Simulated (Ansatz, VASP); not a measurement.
## Si54HC53 (H_C): VASP beside Ansatz

Aim: how closely do two programs agree when they are given the same cell, functional and k mesh? The cell is taken from a series of runs on this material, whose earlier steps may have relaxed, scaled, displaced or heated it; both programs get it as it stands.

Program: Ansatz 0.2.0. Level of theory: plane waves, with VASP 6.6.1 beside it; single point at r2SCAN. Results are calculated unless marked as measured.

### Step 1. Starting point

The cell holds 108 atoms: 54 Si, 53 C and 1 H. Its edges and angles: a = 9.236 Å, b = 9.236 Å, c = 15.108 Å, α = 90.0°, β = 90.0°, γ = 120.0°. It derives from SiC (SiC (P6_3mc)). Nearest the centre at fractional (0.556, 0.444, 0.542): H108 at 0.98 Å, Si53 at 1.89 Å, Si47 at 1.89 Å, Si27 at 2.02 Å, Si29 at 2.07 Å, C77 at 2.99 Å, C88 at 3.01 Å, C80 at 3.02 Å. The cell carries charge +1.

### Step 2. VASP: single point, r2SCAN

A single point gives forces, pressure and levels at one fixed geometry, so differences don't come from the geometry; what else differs is listed under the comparison.

Lines of VASP's logs that name or quote its potential files are left out, and so is its time.

INCAR

```
SYSTEM = Si54HC53
PREC = Accurate
ENCUT = 580
EDIFF = 1E-06
NELM = 120
ISMEAR = -1
SIGMA = 0.01
LREAL = Auto
ALGO = Normal
METAGGA = R2SCAN
LASPH = .TRUE.
NELECT = 428
NBANDS = 296
LORBIT = 11
LWAVE = .FALSE.
LCHARG = .FALSE.
ISIF = 2
ISYM = 0
GGA_COMPAT = .FALSE.
EFERMI = MIDGAP
LMIXTAU = .TRUE.
KPAR = 4
```

POSCAR

```
Si54HC53
1.0
    9.2359949282      0.0000000000      0.0000000000
   -4.6179974641      7.9986062370      0.0000000000
    0.0000000000      0.0000000000     15.1078644027
Si C H
54 53 1
Direct
    0.1113573647      0.2214037094      0.8329407082
    0.2244805258      0.1118436603      0.3329112612
    0.2183040654      0.1074898703      0.6666742909
[... 1 atom line left out ...]
    0.9966062565      0.9973936280      0.4983687800
[... 2 atom lines left out ...]
    0.2249227843      0.4469596557      0.3330422584
    0.2189334944      0.4434387219      0.6667559836
[... 1 atom line left out ...]
    0.9976888018      0.3332269612      0.4982624328
[... 5 atom lines left out ...]
    0.0078184302      0.6714772802      0.4985806693
[... 1 atom line left out ...]
    0.4441103531      0.2201726771      0.8343954208
    0.5577730322      0.1128826799      0.3321032208
    0.5571278423      0.1122304172      0.6656160774
[... 1 atom line left out ...]
    0.3353740250      0.0030652797      0.4987777718
[... 1 atom line left out ...]
    0.4443658238      0.5551241519      0.8341482033
    0.5589310965      0.4469749821      0.3322503162
    0.5471106669      0.4390621762      0.6751887797
[... 1 atom line left out ...]
    0.3076021104      0.3197550522      0.5017423237
[... 2 atom lines left out ...]
    0.5581154967      0.7797808683      0.3320810920
    0.5573932757      0.7777605490      0.6654354270
[... 1 atom line left out ...]
    0.3364682761      0.6673258662      0.4987073981
[... 5 atom lines left out ...]
    0.6678047827      0.0016673166      0.4984454932
[... 1 atom line left out ...]
    0.7767930486      0.5541541402      0.8328429042
    0.8932645450      0.4476022609      0.3310632987
    0.8893860518      0.4441336079      0.6655538319
[... 1 atom line left out ...]
    0.6806089282      0.3507787101      0.4957897995
[... 2 atom lines left out ...]
    0.8929254558      0.7801490105      0.3310045287
    0.8891881400      0.7778072593      0.6652024385
[... 1 atom line left out ...]
    0.6793457631      0.6633639569      0.4959278252
[... 3 atom lines left out ...]
    0.1107114646      0.2213569597      0.7077564934
[... 1 atom line left out ...]
    0.2154241338      0.1042774869      0.5418791632
[... 5 atom lines left out ...]
    0.2181173022      0.4455038393      0.5418596468
[... 2 atom lines left out ...]
    0.0034716802      0.6693567112      0.3736058427
[... 5 atom lines left out ...]
    0.3357455128      0.0021925863      0.3740482386
    0.4416340972      0.2176861813      0.7083774835
[... 1 atom line left out ...]
    0.5577320950      0.1220139260      0.5407753621
[... 2 atom lines left out ...]
    0.3378793350      0.3359409829      0.3780680083
    0.4423884512      0.5555199911      0.7078285858
[... 3 atom lines left out ...]
    0.3359920114      0.6686039600      0.3740329674
[... 2 atom lines left out ...]
    0.5582150599      0.7716651282      0.5407526656
[... 3 atom lines left out ...]
    0.7785804559      0.2225405976      0.7073480480
[... 4 atom lines left out ...]
    0.6709919332      0.3370043128      0.3722111636
    0.7738870491      0.5528862591      0.7047844023
[... 1 atom line left out ...]
    0.8956762025      0.4497328988      0.5410958652
[... 2 atom lines left out ...]
    0.6708640629      0.6696263579      0.3720013405
    0.7786645675      0.8881598318      0.7073250543
[... 1 atom line left out ...]
    0.8951135920      0.7797224235      0.5407886396
[... 1 atom line left out ...]
    0.4492155136      0.3836960412      0.5738834548
```

KPOINTS

```
Points of the shifted mesh
8
Reciprocal
 0.2500000000  0.2500000000  0.2500000000 1
 0.2500000000  0.2500000000  0.7500000000 1
 0.2500000000  0.7500000000  0.2500000000 1
 0.2500000000  0.7500000000  0.7500000000 1
 0.7500000000  0.2500000000  0.2500000000 1
 0.7500000000  0.2500000000  0.7500000000 1
 0.7500000000  0.7500000000  0.2500000000 1
 0.7500000000  0.7500000000  0.7500000000 1
```

The projector-augmented-wave data sets are Si, C and H (PBE family, release 64).

Launch:

```console
> mpirun -np 8 vasp_std
```

Numbers of over 12 decimals in the logs are rounded to 6 here.

Output:

```text
[banner, memory and clock lines left out]
running    8 mpi-ranks, on    1 nodes
[...]
|                                                                             |
|           W    W    AA    RRRRR   N    N  II  N    N   GGGG   !!!           |
|           W    W   A  A   R    R  NN   N  II  NN   N  G    G  !!!           |
|           W    W  A    A  R    R  N N  N  II  N N  N  G       !!!           |
|           W WW W  AAAAAA  RRRRR   N  N N  II  N  N N  G  GGG   !            |
|           WW  WW  A    A  R   R   N   NN  II  N   NN  G    G                |
|           W    W  A    A  R    R  N    N  II  N    N   GGGG   !!!           |
|                                                                             |
|     For optimal performance we recommend to set                             |
|       NCORE = 2 up to number-of-cores-per-socket                            |
|     NCORE specifies how many cores store one orbital (NPAR=cpu/NCORE).      |
|     This setting can greatly improve the performance of VASP for DFT.       |
[...]
DAV:   5    -0.120214199059E+04   -0.94606E-01   -0.94462E-01  5816   0.157E+00BRMIX: very serious problems
 the old and the new charge density differ
 old charge density:   429.00000 new  428.00000
BRMIX: very serious problems
 the old and the new charge density differ
 old charge density:   429.00000 new  428.00000
BRMIX: very serious problems
 the old and the new charge density differ
 old charge density:   429.00000 new  428.00000
BRMIX: very serious problems
 the old and the new charge density differ
 old charge density:   429.00000 new  428.00000
    0.672E+01
DAV:   6    -0.109968539465E+04    0.10246E+03   -0.29195E+02  5368   0.232E+01    0.375E+01
DAV:   7    -0.104122843837E+04    0.58457E+02   -0.20354E+01  5768   0.803E+00    0.150E+01
DAV:   8    -0.109447451405E+04   -0.53246E+02   -0.14470E+01  4960   0.762E+00    0.107E+01
DAV:   9    -0.106674385014E+04    0.27731E+02   -0.41232E+00  5104   0.429E+00    0.492E+00
[...]
DAV:  26    -0.104204438357E+04   -0.10195E-04   -0.13742E-05  5296   0.745E-03    0.248E-02
DAV:  27    -0.104204438221E+04    0.13650E-05   -0.67849E-06  5048   0.420E-03    0.140E-02
DAV:  28    -0.104204438145E+04    0.76133E-06   -0.75943E-07  2752   0.143E-03
   1 F= -.10420444E+04 E0= -.10420444E+04  d E =0.000000E+00
```

From OUTCAR (step 2):

```text
  FREE ENERGIE OF THE ION-ELECTRON SYSTEM (eV)
  ---------------------------------------------------
  free  energy   TOTEN  =     -1042.0443814477 eV

  energy  without entropy=    -1042.0443814477  energy(sigma->0) =    -1042.04438145
```

The run ends at a pressure of -1.67 GPa, with forces up to 0.38 eV/Å.

### Step 3. Ansatz: single point, r2SCAN

Ansatz runs on its PAW soft_1 files.

The same cell, functional, mesh and smearing now go to Ansatz.

input.yaml

```yaml
crystal:
  checkpoint: "../qp1.relax.run"
  host: checkpoint
total_charge: 1
basis:
  ecutwfc: 500
  xc_grid: 2
hamiltonian:
  xc: r2scan
  pseudopotentials: { kind: paw, azcp: { folder: soft_1 } }
kpoints:
  mp_grid: { grid: [2, 2, 2], shift: [0.5, 0.5, 0.5] }
scf:
  occupations: { method: fermi_dirac, width: 0.01 }
  max_iter: 100
output:
  forces: true
  eigenvalues: true
  charged_corrections:
    epsilon: [7.09, 7.09, 7.35]
    static_epsilon: [10.43, 10.43, 10.95]
    defect_position: [0.555556, 0.444444, 0.541528]
  eigenstates: { localisation: true }
  populations: true
  band_densities: [{ bands: [v1, v1] }, { bands: [c1, c1] }]
  write_density: true
  write_potential: true
  volumetric_format: npy
  elf: true
checkpoint:
  read: "../qp1.relax.run"
  write: "../qp1.point.run"
  compress: false
  write_wavefunctions: false
  write_every: 100000
```

Launch:

```console
> ansatz run input.yaml --threads 4 --pin off --max-ram 15073MiB --backend cpu --events-out ev --progress --plain --runs-dir out
```

Output:

```text
crystal.checkpoint: the structure is that of <dir>, a `relax` run, at its step 14: its result, under r2scan at a charge of 1 e; 108 atoms read, 0 with a starting moment; crystal.structure_sha256 for this input is
Engine: ansatz 0.2.0, aarch64-unknown-linux-gnu
Pseudopotentials: kind: paw
Pseudopotential: Si, paw, valence charge 4, recommended cutoff 500 eV (meta_gga), soft_1/Si.paw.azcp
Pseudopotential: C, paw, valence charge 4, recommended cutoff 500 eV (meta_gga), soft_1/C.paw.azcp
Pseudopotential: H, paw, valence charge 1, recommended cutoff 500 eV (meta_gga), soft_1/H.paw.azcp
Functional definition: r2SCAN
  parameter k0 = 0.174
  parameter k1 = 0.065
  parameter a1 = 4.9479
  exchange = r2scan_x(k0 = k0, k1 = k1, a1 = a1)
  correlation = r2scan_c
Crystal: 108 atoms, lattice volume = 1116.095 Å³
Basis set: ecut = 500 eV, 28399 PW (Γ), exchange–correlation on 144×144×240 points (8 copies of the dense FFT grid, shifted against one another)
Bands: 322, of which v1, the nominal top of the filled ones, is band 214 counted from 1 (213 counted from 0)
Symmetry: 1 space group operations
Space group: P1 (ITA 1), of the structure as read, at distance tolerance 1.0e-4 Å
k-points: 4 of 8 (time reversal used)
Non-local potential: Si, projectors of the file, l = 0: 2, l = 1: 2, l = 2: 1
Non-local potential: C, projectors of the file, l = 0: 2, l = 1: 2, l = 2: 1
Non-local potential: H, projectors of the file, l = 0: 2, l = 1: 1
PAW form: soft (Blöchl's): semilocal exchange-correlation on the pseudo side does not see the compensation charge
PAW frozen core: Si, regenerated for the run's functional (the file was generated under x = pbe(κ = 0.804, μ = 0.219515), c = pbe(β = 0.066725))
PAW frozen core: C, regenerated for the run's functional (the file was generated under x = pbe(κ = 0.804, μ = 0.219515), c = pbe(β = 0.066725))
PAW one-centre angular grid: Si, 302 points (default); XC on 160 Gauss nodes
PAW one-centre angular grid: C, 302 points (default); XC on 219 of its mesh's 2255 points in the sphere
PAW one-centre angular grid: H, 302 points (default); XC on 160 Gauss nodes
Initial density: read from a saved state, or passed on in memory by an earlier SCF of this step, an earlier step, the calling program or the single point that the run made first
Initial wavefunctions: pseudopotential atomic-orbital guess — the wavefunctions supplied were not used: k-point sampling differs
Functional: x = r2scan, c = r2scan; τ floored in thin density (d = 2e-4 eV/Å³)
iter 1 solved again at ethr=2.14e-5 eV; its pass at ethr=3.10e-3 eV (dr2=9.15e-2 eV) is discarded
SCF iter   1: F=—  HF=-47902.282950 eV  |F-HF|=—  |Δ(HF+E_count)|=         —  Δρ=3.09e-3  dr2=8.83e-2  dr2_τ=4.80e-3  ethr=2.14e-5  ⟨swp⟩=8.0  Hψ=9536  notcnv=0
preconditioner: auto → Resta (q_TF=auto, 2.325 Å⁻¹)  ε∞=4.3  [insulator: Δε(μ)=1.529 eV  Ē_g=12.685 eV  σ=0.010 eV  W_gap=1.00  n_scr=244 (ndim 8)  ℏωp=23.0 eV  f_vac=0.000  D(μ)=0.00/eV (n_scr^D=0)  ε∞_Penn≈4.3]
SCF iter   2: F=—  HF=-47902.282652 eV  |F-HF|=—  |Δ(HF+E_count)|=   2.98e-4  Δρ=1.66e-3  dr2=1.91e-2  dr2_τ=6.33e-4  ethr=2.06e-5  ⟨swp⟩=5.5  Hψ=2665  notcnv=0
SCF iter   3: F=—  HF=-47902.287234 eV  |F-HF|=—  |Δ(HF+E_count)|=   4.58e-3  Δρ=4.26e-4  dr2=1.41e-3  dr2_τ=8.80e-5  ethr=4.46e-6  ⟨swp⟩=4.5  Hψ=2355  notcnv=0  defer=1
SCF iter   4: F=—  HF=-47902.287867 eV  |F-HF|=—  |Δ(HF+E_count)|=   6.33e-4  Δρ=5.35e-5  dr2=3.21e-5  dr2_τ=2.38e-6  ethr=3.29e-7  ⟨swp⟩=2.0  Hψ=1985  notcnv=0
SCF iter   5: F=—  HF=-47902.287373 eV  |F-HF|=—  |Δ(HF+E_count)|=   4.94e-4  Δρ=1.51e-5  dr2=2.55e-6  dr2_τ=2.96e-7  ethr=7.51e-9  ⟨swp⟩=2.0  Hψ=2091  notcnv=0
SCF iter   6: F=—  HF=-47902.287373 eV  |F-HF|=—  |Δ(HF+E_count)|=   6.06e-7  Δρ=3.14e-6  dr2=1.03e-7  dr2_τ=7.80e-9  ethr=5.95e-10  ⟨swp⟩=2.0  Hψ=2118  notcnv=0
SCF iter   7: F=-47902.287374 eV  HF=-47902.287374 eV  |F-HF|=1.89e-9  |Δ(HF+E_count)|=   2.60e-8  Δρ=7.56e-7  dr2=8.99e-9  dr2_τ=5.82e-10  ethr=2.34e-11  ⟨swp⟩=14.0  Hψ=9279  notcnv=0
SCF 1 converged in 7 iterations: F = -47902.287374 eV  dr2 = 8.99e-9
  greatest PAW one-centre occupation: 0.665 electrons in one spin orbital (limit 2), on the C atom at site 10 (counted from 0), in its partial waves of l = 0
SCF converged after 7 iterations
Free energy (F): -47902.287374 eV
Harris-Foulkes:  -47902.287374 eV  (|F-HF|=1.89e-9)
Internal energy: -47902.287374 eV  (E = F + TS)
E sigma→0 (E₀):  -47902.287374 eV
Fermi energy:    10.571691 eV
--- Per-component energies (eV) ---
  E_band       = 1341.156167
  E_kinetic    = 7129.191424
  E_local      = -5204.165127  (includes V_loc(G=0)·N_el)
  E_nonlocal   = 2350.346011
  E_hartree    = 1782.675396
  E_xc         = -5428.034123
  E_vxc        = -6293.460102  (∫ρ·V_xc dr)
  E_paw        = -33373.661812  (= ΣΔE_a)
  E_vpaw       = -498.412724  (= ΣTr[D̂ρ^β])
  E_aug_tail   = 0.000711  (compensation charges beyond the density's cutoff)
[...]
k-point 3: bands = [... 210 lower, 8.9904, 9.0281, 9.2665, 9.7973, 11.3664, 11.8428, 12.0611, 12.1999, ... 104 higher]
--- Löwdin populations: 108 sites ---
  site symbol       q [e]
     0     Si      2.9258
     1     Si      2.9309
     2     Si      2.9317
     3     Si      2.9408
     4     Si      2.9287
     5     Si      2.9399
     6      C      4.9807
     7      C      4.9823
     8      C      4.9684
     9      C      4.9631
    10      C      4.9735
    11      C      4.9688
    12     Si      2.9244
    13     Si      2.9315
    14     Si      2.9321
    15     Si      2.9416
    16     Si      2.9322
    17     Si      2.9401
    18      C      4.9808
    19      C      4.9816
    20      C      4.9669
    21      C      4.9628
    22      C      4.9710
    23      C      4.9671
[...]
100     Si      3.2802
   101     Si      2.9391
   102      C      4.9803
   103      C      4.9600
   104      C      4.9683
   105      C      4.9673
   106      C      4.9598
   107      C      4.9689
  spilling = 0.010188 (of n_electrons = 428.000000)
--- Band densities, each state counted as filled ---
  window                                       electrons  max residual (eV)  cut levels
  bands: [v1, v1]                               2.000000             2.2e-9           0
  bands: [c1, c1]                               2.000000             3.7e-4           0
```

Reading the cycles: dr2 is the Hartree energy of the density residual (eV), the measure of convergence; HF is the Harris–Foulkes estimate of the energy, which meets the free energy F at convergence.

### Step 4. Comparison

Known differences besides the potentials themselves: VASP keeps PBE cores, Ansatz makes them for the functional; the cutoff is 500 eV in Ansatz and 580 eV in VASP (PREC = Accurate, projectors in real space). Total energies have different zeros and are not compared.

Both answers:

```
              quantity  Ansatz   VASP  difference
gap on the k mesh (eV)   1.526  1.523      +0.002
```

Forces on 7 of the 108 atoms, those with the largest forces and the largest differences (eV/Å; atoms numbered as in POSCAR):

```
atom          Ansatz x, y, z            VASP x, y, z
 Si5   -0.088, 0.095, -0.076   -0.086, 0.095, -0.073
Si27   -0.146, -0.117, 0.077   -0.146, -0.121, 0.094
Si29    0.078, 0.099, -0.142    0.071, 0.097, -0.131
Si47  -0.102, -0.107, -0.138  -0.086, -0.110, -0.142
Si53  -0.096, -0.010, -0.175   -0.090, 0.004, -0.178
 C97   0.122, -0.088, -0.099   0.116, -0.088, -0.102
H108     0.027, 0.171, 0.340     0.027, 0.172, 0.332
```

The forces differ by 2.9 meV/Å r.m.s., which is 5.6 % of the r.m.s. force of 0.051 eV/Å (both taken over all components). A gap on the mesh is an upper bound, since the band edges may lie between its points. The cell carries a charge of +1 e against a uniform background, so its pressure also hangs on how the neutralising background is counted, and in a defect's cell a gap may be the spacing between its levels.

### Step 5. What came out

```yaml
r_m_s_force_difference_single_point_r2scan: 2.9 meV/Å
```

What this shows: The r.m.s. force difference is 2.9 meV/Å (single point, r2SCAN), within the 12 meV/Å picked in this series as the mark of a large difference. Such differences can come from data sets, numerical settings and the points named under the comparisons, not from the functional's error against experiment.

[Lines on the potential files, build, host, timing and source positions are cut from VASP's logs without a mark.]

[Logs are printed without paths, hosts, clocks, repeated set-up lines and the standing remarks that a program may print on its own settings, such as how far it seeks lower states.]

[Hosts, paths, dates, database ids (printed as entryN), source tags and the programs' standing remarks are cut or masked in the printed files.]
